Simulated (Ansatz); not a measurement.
Start from BeO in the wurtzite structure (space group P6_3mc, No. 186; a = 2.712 Å, c = 4.405 Å). Axes: x lies along a and z along c of the hexagonal cell.

The values are results of Kohn–Sham DFT with the PBE functional, run in Ansatz (a first-principles code) with PAW and 420 eV plane waves, without spin-orbit coupling, not measurements.

Base values:

```
Quantity     Value
--------  --------
Pressure  0.00 GPa
```

Now apply this change: compressive biaxial strain of 4.06 % in the plane normal to [001], as in epitaxy on a mismatched substrate; the out-of-plane cell vector and the atoms relax.

Question: What happens to the pressure?

Answer: The pressure (mean of the normal stresses, compression positive) goes from zero to 16.70 GPa.

No phonon test of stability was made.
